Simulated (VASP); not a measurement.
Here is a VASP 6.6.1 calculation.

Contents of INCAR:

```
  PREC = Accurate
  ENCUT = 600
  EDIFF = 1E-6
  ISMEAR = 0
  SIGMA = 0.03
  LREAL = F
  LASPH = T
  NELM = 80
  ALGO = Normal
  ISIF = 3
  LWAVE = F
  LCHARG = F
  GGA = PE
  IVDW = 12
  IBRION = 2
  NSW = 90
  EDIFFG = -0.01
  KPAR = 4
```

The input KPOINTS:

```
Automatic mesh
0
Gamma
  9 9 2
```

Contents of POSCAR:

```
MoSe2
1.0
    3.2880000000      0.0000000000      0.0000000000
   -1.6440000000      2.8474915276      0.0000000000
    0.0000000000      0.0000000000     12.9000000000
Mo Se
2 4
Direct
    0.3333333333      0.6666666667      0.2500000000
    0.6666666667      0.3333333333      0.7500000000
    0.3333333333      0.6666666667      0.6250000000
    0.6666666667      0.3333333333      0.1250000000
    0.3333333333      0.6666666667      0.8750000000
    0.6666666667      0.3333333333      0.3750000000
```

Potentials or basis: VASP PAW PBE potentials, release 64 (Mo_sv, Se).

The run is started by

```bash
$ cat potpaw_PBE.64/Mo_sv/POTCAR potpaw_PBE.64/Se/POTCAR > POTCAR
$ mpirun -np 4 vasp_std > vasp.out
```

(1) Estimate the dispersion energy per atom.

(2) Estimate the relaxed volume.

## Answers

(1) -0.479 eV.

(2) 19.74 Å³/atom.
